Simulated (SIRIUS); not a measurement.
# Ta (Im-3m) in SIRIUS: convergence with gk cutoff

Aim: find how far gk cutoff must go before the results for Ta settle, at PBEsol. This setting moves, with any that are tied to it; all else stays.

All numbers are computed with SIRIUS 7.12.0; they aren't measurements. Logs are shortened: lines on timing, memory, paths and dates and some standing lists are left out, and cuts for length are marked. The log counts tension as positive stress, the text compression.

### Step 1. The crystal as given

The structure is cubic, space group Im-3m (No. 229). The conventional cell has a = 3.303 Å, b = 3.303 Å, c = 3.303 Å, α = 90.00°, β = 90.00°, γ = 90.00°. Around Ta (site symmetry m-3m) lie 8 Ta at 2.86 Å.

### Step 2. With gk cutoff 1.91 1/bohr

File sirius.json:

```json
{
  "control": {
    "processing_unit": "cpu",
    "std_evp_solver_name": "lapack",
    "gen_evp_solver_name": "lapack",
    "verbosity": 2,
    "print_forces": true,
    "ortho_rf": true,
    "use_second_variation": true,
    "rmt_max": 3.0,
    "num_bands_to_print": 22,
    "save_wf": true
  },
  "parameters": {
    "electronic_structure_method": "full_potential_lapwlo",
    "xc_functionals": ["XC_GGA_X_PBE_SOL", "XC_GGA_C_PBE_SOL"],
    "core_relativity": "dirac",
    "valence_relativity": "iora",
    "num_fv_states": 22,
    "smearing": "fermi_dirac",
    "smearing_width": 0.0018374661,
    "pw_cutoff": 20,
    "gk_cutoff": 1.91,
    "lmax_apw": 10,
    "lmax_rho": 8,
    "lmax_pot": 8,
    "num_mag_dims": 0,
    "auto_rmt": 0,
    "ngridk": [11, 11, 11],
    "shiftk": [0, 0, 0],
    "num_dft_iter": 80,
    "energy_tol": 1e-07,
    "density_tol": 1e-05,
    "use_symmetry": true
  },
  "settings": {"tol_ne": 1e-10},
  "iterative_solver": {"type": "exact"},
  "mixer": {"type": "anderson", "beta": 0.5, "max_history": 8},
  "unit_cell": {
    "lattice_vectors": [
      [-3.1204669551, 3.1204669551, 3.1204669551],
      [3.1204669551, -3.1204669551, 3.1204669551],
      [3.1204669551, 3.1204669551, -3.1204669551]
    ],
    "atom_types": ["Ta"],
    "atom_files": {"Ta": "Ta.json"},
    "atoms": {"Ta": [[0.0, 0.0, 0.0]]}
  }
}
```

File Ta.json:

```json
{
  "name": "tantalum",
  "symbol": "Ta",
  "number": 73,
  "mass": 180.94788,
  "rmin": 1e-06,
  "rmt": 2.65,
  "nrmt": 800,
  "rinf": 15.8,
  "core": "1s2s2p3s3p3d4s4p4d",
  "valence": [
    {"basis": [{"enu": 0.05, "dme": 0, "n": 0, "auto": 0}, {"enu": 0.05, "dme": 1, "n": 0, "auto": 0}]},
    {"l": 0, "n": 1, "basis": [{"enu": 0.15, "dme": 0, "n": 0, "auto": 0}]},
    {"l": 1, "n": 2, "basis": [{"enu": 0.15, "dme": 0, "n": 0, "auto": 0}]},
    {"l": 2, "n": 3, "basis": [{"enu": 0.15, "dme": 0, "n": 0, "auto": 0}]},
    {"l": 3, "n": 4, "basis": [{"enu": 0.15, "dme": 0, "n": 0, "auto": 0}]},
    {"l": 4, "n": 5, "basis": [{"enu": 0.15, "dme": 0, "n": 0, "auto": 0}]}
  ],
  "lo": [
    {"l": 0, "basis": [{"enu": 0.15, "dme": 0, "n": 0, "auto": 0}, {"enu": 0.15, "dme": 1, "n": 0, "auto": 0}]},
    {
      "l": 0,
      "basis": [{"enu": -2.3872, "dme": 0, "n": 5, "auto": 1}, {"enu": -2.3872, "dme": 1, "n": 5, "auto": 1}]
    },
    {
      "l": 0,
      "basis": [{"enu": -2.3872, "dme": 1, "n": 5, "auto": 1}, {"enu": 0.15, "dme": 0, "n": 0, "auto": 0}]
    },
    {"l": 0, "basis": [{"enu": 0.15, "dme": 0, "n": 0, "auto": 0}, {"enu": 2.4284, "dme": 0, "n": 0, "auto": 0}]},
    {"l": 1, "basis": [{"enu": 0.15, "dme": 0, "n": 0, "auto": 0}, {"enu": 0.15, "dme": 1, "n": 0, "auto": 0}]},
    {
      "l": 1,
      "basis": [{"enu": -1.1603, "dme": 0, "n": 5, "auto": 1}, {"enu": -1.1603, "dme": 1, "n": 5, "auto": 1}]
    },
    {
      "l": 1,
      "basis": [{"enu": -1.1603, "dme": 1, "n": 5, "auto": 1}, {"enu": 0.15, "dme": 0, "n": 0, "auto": 0}]
    },
    {"l": 1, "basis": [{"enu": 0.15, "dme": 0, "n": 0, "auto": 0}, {"enu": 2.7701, "dme": 0, "n": 0, "auto": 0}]},
    {"l": 2, "basis": [{"enu": 0.15, "dme": 0, "n": 0, "auto": 0}, {"enu": 0.15, "dme": 1, "n": 0, "auto": 0}]},
    {"l": 2, "basis": [{"enu": 0.15, "dme": 1, "n": 0, "auto": 0}, {"enu": 0.15, "dme": 2, "n": 0, "auto": 0}]},
    {"l": 2, "basis": [{"enu": 0.15, "dme": 0, "n": 0, "auto": 0}, {"enu": 2.3714, "dme": 0, "n": 0, "auto": 0}]},
    {"l": 3, "basis": [{"enu": 0.15, "dme": 0, "n": 0, "auto": 0}, {"enu": 0.15, "dme": 1, "n": 0, "auto": 0}]},
    {
      "l": 3,
      "basis": [{"enu": -0.6347, "dme": 0, "n": 4, "auto": 1}, {"enu": -0.6347, "dme": 1, "n": 4, "auto": 1}]
    },
    {
      "l": 3,
      "basis": [{"enu": -0.6347, "dme": 1, "n": 4, "auto": 1}, {"enu": 0.15, "dme": 0, "n": 0, "auto": 0}]
    },
    {"l": 3, "basis": [{"enu": 0.15, "dme": 0, "n": 0, "auto": 0}, {"enu": 3.4537, "dme": 0, "n": 0, "auto": 0}]},
    {"l": 4, "basis": [{"enu": 0.15, "dme": 0, "n": 0, "auto": 0}, {"enu": 0.15, "dme": 1, "n": 0, "auto": 0}]},
    {"l": 4, "basis": [{"enu": 0.15, "dme": 0, "n": 0, "auto": 0}, {"enu": 2.8841, "dme": 0, "n": 0, "auto": 0}]}
  ],
  "free_atom": [... radial grid and density of the free atom, the start of the SCF ...]
}
```

Potentials or basis: all-electron FP-LAPW, apw+lo standard.

Command:

```console
$ OMP_NUM_THREADS=1 sirius.scf --input=sirius.json --output=output.json
```

It took 27 s on 1 thread of AMD EPYC 7B13 (Zen 3), shared host; peak memory 0.29 GiB.

Results:

| Item | Value |
| --- | --- |
| Free energy | -425079.8698 eV |
| Band gap on the k mesh | none (metal or under the smearing width) |
| All electrons inside the program's atomic spheres | Ta 71.28 (radii Ta 2.65 bohr) |

### Step 3. With gk cutoff 2.26 1/bohr

Changes to sirius.json since step 2:

```diff
@@ -22,3 +22,3 @@
     "pw_cutoff": 20,
-    "gk_cutoff": 1.91,
+    "gk_cutoff": 2.26,
     "lmax_apw": 10,
```

File Ta.json:

```json
{
  "name": "tantalum",
  "symbol": "Ta",
  "number": 73,
  "mass": 180.94788,
  "rmin": 1e-06,
  "rmt": 2.65,
  "nrmt": 800,
  "rinf": 15.8,
  "core": "1s2s2p3s3p3d4s4p4d",
  "valence": [
    {"basis": [{"enu": 0.16, "dme": 0, "n": 0, "auto": 0}, {"enu": 0.16, "dme": 1, "n": 0, "auto": 0}]},
    {"l": 0, "n": 1, "basis": [{"enu": 0.26, "dme": 0, "n": 0, "auto": 0}]},
    {"l": 1, "n": 2, "basis": [{"enu": 0.26, "dme": 0, "n": 0, "auto": 0}]},
    {"l": 2, "n": 3, "basis": [{"enu": 0.26, "dme": 0, "n": 0, "auto": 0}]},
    {"l": 3, "n": 4, "basis": [{"enu": 0.26, "dme": 0, "n": 0, "auto": 0}]},
    {"l": 4, "n": 5, "basis": [{"enu": 0.26, "dme": 0, "n": 0, "auto": 0}]}
  ],
  "lo": [
    {"l": 0, "basis": [{"enu": 0.26, "dme": 0, "n": 0, "auto": 0}, {"enu": 0.26, "dme": 1, "n": 0, "auto": 0}]},
    {
      "l": 0,
      "basis": [{"enu": -2.2772, "dme": 0, "n": 5, "auto": 1}, {"enu": -2.2772, "dme": 1, "n": 5, "auto": 1}]
    },
    {
      "l": 0,
      "basis": [{"enu": -2.2772, "dme": 1, "n": 5, "auto": 1}, {"enu": 0.26, "dme": 0, "n": 0, "auto": 0}]
    },
    {"l": 0, "basis": [{"enu": 0.26, "dme": 0, "n": 0, "auto": 0}, {"enu": 2.5384, "dme": 0, "n": 0, "auto": 0}]},
    {"l": 1, "basis": [{"enu": 0.26, "dme": 0, "n": 0, "auto": 0}, {"enu": 0.26, "dme": 1, "n": 0, "auto": 0}]},
    {
      "l": 1,
      "basis": [{"enu": -1.0503, "dme": 0, "n": 5, "auto": 1}, {"enu": -1.0503, "dme": 1, "n": 5, "auto": 1}]
    },
    {
      "l": 1,
      "basis": [{"enu": -1.0503, "dme": 1, "n": 5, "auto": 1}, {"enu": 0.26, "dme": 0, "n": 0, "auto": 0}]
    },
    {"l": 1, "basis": [{"enu": 0.26, "dme": 0, "n": 0, "auto": 0}, {"enu": 2.8801, "dme": 0, "n": 0, "auto": 0}]},
    {"l": 2, "basis": [{"enu": 0.26, "dme": 0, "n": 0, "auto": 0}, {"enu": 0.26, "dme": 1, "n": 0, "auto": 0}]},
    {"l": 2, "basis": [{"enu": 0.26, "dme": 1, "n": 0, "auto": 0}, {"enu": 0.26, "dme": 2, "n": 0, "auto": 0}]},
    {"l": 2, "basis": [{"enu": 0.26, "dme": 0, "n": 0, "auto": 0}, {"enu": 2.4814, "dme": 0, "n": 0, "auto": 0}]},
    {"l": 3, "basis": [{"enu": 0.26, "dme": 0, "n": 0, "auto": 0}, {"enu": 0.26, "dme": 1, "n": 0, "auto": 0}]},
    {
      "l": 3,
      "basis": [{"enu": -0.5247, "dme": 0, "n": 4, "auto": 1}, {"enu": -0.5247, "dme": 1, "n": 4, "auto": 1}]
    },
    {
      "l": 3,
      "basis": [{"enu": -0.5247, "dme": 1, "n": 4, "auto": 1}, {"enu": 0.26, "dme": 0, "n": 0, "auto": 0}]
    },
    {"l": 3, "basis": [{"enu": 0.26, "dme": 0, "n": 0, "auto": 0}, {"enu": 3.5637, "dme": 0, "n": 0, "auto": 0}]},
    {"l": 4, "basis": [{"enu": 0.26, "dme": 0, "n": 0, "auto": 0}, {"enu": 0.26, "dme": 1, "n": 0, "auto": 0}]},
    {"l": 4, "basis": [{"enu": 0.26, "dme": 0, "n": 0, "auto": 0}, {"enu": 2.9941, "dme": 0, "n": 0, "auto": 0}]}
  ],
  "free_atom": [... radial grid and density of the free atom, the start of the SCF ...]
}
```

File sirius_start.json:

```json
{
  "control": {
    "processing_unit": "cpu",
    "std_evp_solver_name": "lapack",
    "gen_evp_solver_name": "lapack",
    "verbosity": 1,
    "print_forces": false,
    "ortho_rf": true,
    "use_second_variation": true,
    "rmt_max": 3.0,
    "num_bands_to_print": 22,
    "save_wf": false
  },
  "parameters": {
    "electronic_structure_method": "full_potential_lapwlo",
    "xc_functionals": ["XC_LDA_X", "XC_LDA_C_PW"],
    "core_relativity": "dirac",
    "valence_relativity": "iora",
    "num_fv_states": 22,
    "smearing": "fermi_dirac",
    "smearing_width": 0.0055123983,
    "pw_cutoff": 20,
    "gk_cutoff": 1.81,
    "lmax_apw": 10,
    "lmax_rho": 8,
    "lmax_pot": 8,
    "num_mag_dims": 0,
    "auto_rmt": 0,
    "ngridk": [4, 4, 4],
    "shiftk": [0, 0, 0],
    "num_dft_iter": 30,
    "energy_tol": 0.01,
    "density_tol": 0.05,
    "use_symmetry": true
  },
  "settings": {"tol_ne": 1e-10},
  "iterative_solver": {"type": "exact"},
  "mixer": {"type": "anderson", "beta": 0.5, "max_history": 8},
  "unit_cell": {
    "lattice_vectors": [
      [-3.1204669551, 3.1204669551, 3.1204669551],
      [3.1204669551, -3.1204669551, 3.1204669551],
      [3.1204669551, 3.1204669551, -3.1204669551]
    ],
    "atom_types": ["Ta"],
    "atom_files": {"Ta": "Ta.json"},
    "atoms": {"Ta": [[0.0, 0.0, 0.0]]}
  }
}
```

Potentials or basis: all-electron FP-LAPW, apw+lo standard.

Command:

```console
$ OMP_NUM_THREADS=1 sirius.scf --input=sirius_start.json --output=start.json
$ OMP_NUM_THREADS=1 sirius.scf --input=sirius.json --output=output.json --task=1
```

Run time: 36 s. Hardware: 1 thread of AMD EPYC 7B13 (Zen 3), shared host; peak memory 0.29 GiB.

What came out:

* Free energy: -425081.1980 eV
* Band gap on the k mesh: none (metal or under the smearing width)
* All electrons inside the program's atomic spheres: Ta 71.35 (radii Ta 2.65 bohr)

### Step 4. With gk cutoff 2.6 1/bohr

Changes to sirius.json since step 3:

```diff
@@ -22,3 +22,3 @@
     "pw_cutoff": 20,
-    "gk_cutoff": 2.26,
+    "gk_cutoff": 2.6,
     "lmax_apw": 10,
```

File Ta.json:

```json
{
  "name": "tantalum",
  "symbol": "Ta",
  "number": 73,
  "mass": 180.94788,
  "rmin": 1e-06,
  "rmt": 2.65,
  "nrmt": 800,
  "rinf": 15.8,
  "core": "1s2s2p3s3p3d4s4p4d",
  "valence": [
    {"basis": [{"enu": 0.17, "dme": 0, "n": 0, "auto": 0}, {"enu": 0.17, "dme": 1, "n": 0, "auto": 0}]},
    {"l": 0, "n": 1, "basis": [{"enu": 0.27, "dme": 0, "n": 0, "auto": 0}]},
    {"l": 1, "n": 2, "basis": [{"enu": 0.27, "dme": 0, "n": 0, "auto": 0}]},
    {"l": 2, "n": 3, "basis": [{"enu": 0.27, "dme": 0, "n": 0, "auto": 0}]},
    {"l": 3, "n": 4, "basis": [{"enu": 0.27, "dme": 0, "n": 0, "auto": 0}]},
    {"l": 4, "n": 5, "basis": [{"enu": 0.27, "dme": 0, "n": 0, "auto": 0}]}
  ],
  "lo": [
    {"l": 0, "basis": [{"enu": 0.27, "dme": 0, "n": 0, "auto": 0}, {"enu": 0.27, "dme": 1, "n": 0, "auto": 0}]},
    {
      "l": 0,
      "basis": [{"enu": -2.2672, "dme": 0, "n": 5, "auto": 1}, {"enu": -2.2672, "dme": 1, "n": 5, "auto": 1}]
    },
    {
      "l": 0,
      "basis": [{"enu": -2.2672, "dme": 1, "n": 5, "auto": 1}, {"enu": 0.27, "dme": 0, "n": 0, "auto": 0}]
    },
    {"l": 0, "basis": [{"enu": 0.27, "dme": 0, "n": 0, "auto": 0}, {"enu": 2.5484, "dme": 0, "n": 0, "auto": 0}]},
    {"l": 1, "basis": [{"enu": 0.27, "dme": 0, "n": 0, "auto": 0}, {"enu": 0.27, "dme": 1, "n": 0, "auto": 0}]},
    {
      "l": 1,
      "basis": [{"enu": -1.0403, "dme": 0, "n": 5, "auto": 1}, {"enu": -1.0403, "dme": 1, "n": 5, "auto": 1}]
    },
    {
      "l": 1,
      "basis": [{"enu": -1.0403, "dme": 1, "n": 5, "auto": 1}, {"enu": 0.27, "dme": 0, "n": 0, "auto": 0}]
    },
    {"l": 1, "basis": [{"enu": 0.27, "dme": 0, "n": 0, "auto": 0}, {"enu": 2.8901, "dme": 0, "n": 0, "auto": 0}]},
    {"l": 2, "basis": [{"enu": 0.27, "dme": 0, "n": 0, "auto": 0}, {"enu": 0.27, "dme": 1, "n": 0, "auto": 0}]},
    {"l": 2, "basis": [{"enu": 0.27, "dme": 1, "n": 0, "auto": 0}, {"enu": 0.27, "dme": 2, "n": 0, "auto": 0}]},
    {"l": 2, "basis": [{"enu": 0.27, "dme": 0, "n": 0, "auto": 0}, {"enu": 2.4914, "dme": 0, "n": 0, "auto": 0}]},
    {"l": 3, "basis": [{"enu": 0.27, "dme": 0, "n": 0, "auto": 0}, {"enu": 0.27, "dme": 1, "n": 0, "auto": 0}]},
    {
      "l": 3,
      "basis": [{"enu": -0.5147, "dme": 0, "n": 4, "auto": 1}, {"enu": -0.5147, "dme": 1, "n": 4, "auto": 1}]
    },
    {
      "l": 3,
      "basis": [{"enu": -0.5147, "dme": 1, "n": 4, "auto": 1}, {"enu": 0.27, "dme": 0, "n": 0, "auto": 0}]
    },
    {"l": 3, "basis": [{"enu": 0.27, "dme": 0, "n": 0, "auto": 0}, {"enu": 3.5737, "dme": 0, "n": 0, "auto": 0}]},
    {"l": 4, "basis": [{"enu": 0.27, "dme": 0, "n": 0, "auto": 0}, {"enu": 0.27, "dme": 1, "n": 0, "auto": 0}]},
    {"l": 4, "basis": [{"enu": 0.27, "dme": 0, "n": 0, "auto": 0}, {"enu": 3.0041, "dme": 0, "n": 0, "auto": 0}]}
  ],
  "free_atom": [... radial grid and density of the free atom, the start of the SCF ...]
}
```

Changes to sirius_start.json since step 3:

```diff
@@ -22,3 +22,3 @@
     "pw_cutoff": 20,
-    "gk_cutoff": 1.81,
+    "gk_cutoff": 2.08,
     "lmax_apw": 10,
```

Command:

```console
$ OMP_NUM_THREADS=1 sirius.scf --input=sirius_start.json --output=start.json
$ OMP_NUM_THREADS=1 sirius.scf --input=sirius.json --output=output.json --task=1
```

Run time: 36 s. Hardware: 1 thread of AMD EPYC 7B13 (Zen 3), shared host; peak memory 0.3 GiB.

Results:

```
Free energy                                       : -425081.8183 eV
Band gap on the k mesh                            : none (metal or under the smearing width)
All electrons inside the program's atomic spheres : Ta 71.39 (radii Ta 2.65 bohr)
```

### Step 5. With gk cutoff 2.95 1/bohr

Changes to sirius.json since step 4:

```diff
@@ -22,3 +22,3 @@
     "pw_cutoff": 20,
-    "gk_cutoff": 2.6,
+    "gk_cutoff": 2.95,
     "lmax_apw": 10,
```

File Ta.json:

```json
{
  "name": "tantalum",
  "symbol": "Ta",
  "number": 73,
  "mass": 180.94788,
  "rmin": 1e-06,
  "rmt": 2.65,
  "nrmt": 800,
  "rinf": 15.8,
  "core": "1s2s2p3s3p3d4s4p4d",
  "valence": [
    {"basis": [{"enu": 0.18, "dme": 0, "n": 0, "auto": 0}, {"enu": 0.18, "dme": 1, "n": 0, "auto": 0}]},
    {"l": 0, "n": 1, "basis": [{"enu": 0.28, "dme": 0, "n": 0, "auto": 0}]},
    {"l": 1, "n": 2, "basis": [{"enu": 0.28, "dme": 0, "n": 0, "auto": 0}]},
    {"l": 2, "n": 3, "basis": [{"enu": 0.28, "dme": 0, "n": 0, "auto": 0}]},
    {"l": 3, "n": 4, "basis": [{"enu": 0.28, "dme": 0, "n": 0, "auto": 0}]},
    {"l": 4, "n": 5, "basis": [{"enu": 0.28, "dme": 0, "n": 0, "auto": 0}]}
  ],
  "lo": [
    {"l": 0, "basis": [{"enu": 0.28, "dme": 0, "n": 0, "auto": 0}, {"enu": 0.28, "dme": 1, "n": 0, "auto": 0}]},
    {
      "l": 0,
      "basis": [{"enu": -2.2572, "dme": 0, "n": 5, "auto": 1}, {"enu": -2.2572, "dme": 1, "n": 5, "auto": 1}]
    },
    {
      "l": 0,
      "basis": [{"enu": -2.2572, "dme": 1, "n": 5, "auto": 1}, {"enu": 0.28, "dme": 0, "n": 0, "auto": 0}]
    },
    {"l": 0, "basis": [{"enu": 0.28, "dme": 0, "n": 0, "auto": 0}, {"enu": 2.5584, "dme": 0, "n": 0, "auto": 0}]},
    {"l": 1, "basis": [{"enu": 0.28, "dme": 0, "n": 0, "auto": 0}, {"enu": 0.28, "dme": 1, "n": 0, "auto": 0}]},
    {
      "l": 1,
      "basis": [{"enu": -1.0303, "dme": 0, "n": 5, "auto": 1}, {"enu": -1.0303, "dme": 1, "n": 5, "auto": 1}]
    },
    {
      "l": 1,
      "basis": [{"enu": -1.0303, "dme": 1, "n": 5, "auto": 1}, {"enu": 0.28, "dme": 0, "n": 0, "auto": 0}]
    },
    {"l": 1, "basis": [{"enu": 0.28, "dme": 0, "n": 0, "auto": 0}, {"enu": 2.9001, "dme": 0, "n": 0, "auto": 0}]},
    {"l": 2, "basis": [{"enu": 0.28, "dme": 0, "n": 0, "auto": 0}, {"enu": 0.28, "dme": 1, "n": 0, "auto": 0}]},
    {"l": 2, "basis": [{"enu": 0.28, "dme": 1, "n": 0, "auto": 0}, {"enu": 0.28, "dme": 2, "n": 0, "auto": 0}]},
    {"l": 2, "basis": [{"enu": 0.28, "dme": 0, "n": 0, "auto": 0}, {"enu": 2.5014, "dme": 0, "n": 0, "auto": 0}]},
    {"l": 3, "basis": [{"enu": 0.28, "dme": 0, "n": 0, "auto": 0}, {"enu": 0.28, "dme": 1, "n": 0, "auto": 0}]},
    {
      "l": 3,
      "basis": [{"enu": -0.5047, "dme": 0, "n": 4, "auto": 1}, {"enu": -0.5047, "dme": 1, "n": 4, "auto": 1}]
    },
    {
      "l": 3,
      "basis": [{"enu": -0.5047, "dme": 1, "n": 4, "auto": 1}, {"enu": 0.28, "dme": 0, "n": 0, "auto": 0}]
    },
    {"l": 3, "basis": [{"enu": 0.28, "dme": 0, "n": 0, "auto": 0}, {"enu": 3.5837, "dme": 0, "n": 0, "auto": 0}]},
    {"l": 4, "basis": [{"enu": 0.28, "dme": 0, "n": 0, "auto": 0}, {"enu": 0.28, "dme": 1, "n": 0, "auto": 0}]},
    {"l": 4, "basis": [{"enu": 0.28, "dme": 0, "n": 0, "auto": 0}, {"enu": 3.0141, "dme": 0, "n": 0, "auto": 0}]}
  ],
  "free_atom": [... radial grid and density of the free atom, the start of the SCF ...]
}
```

Changes to sirius_start.json since step 4:

```diff
@@ -22,3 +22,3 @@
     "pw_cutoff": 20,
-    "gk_cutoff": 2.08,
+    "gk_cutoff": 2.36,
     "lmax_apw": 10,
```

Command:

```console
$ OMP_NUM_THREADS=1 sirius.scf --input=sirius_start.json --output=start.json
$ OMP_NUM_THREADS=1 sirius.scf --input=sirius.json --output=output.json --task=1
```

Run time: 37 s. Hardware: 1 thread of AMD EPYC 7B13 (Zen 3), shared host; peak memory 0.31 GiB.

What came out:

* Free energy: -425082.0164 eV
* Band gap on the k mesh: none (metal or under the smearing width)
* All electrons inside the program's atomic spheres: Ta 71.40 (radii Ta 2.65 bohr)

(Part 1 of 2 ends here.)
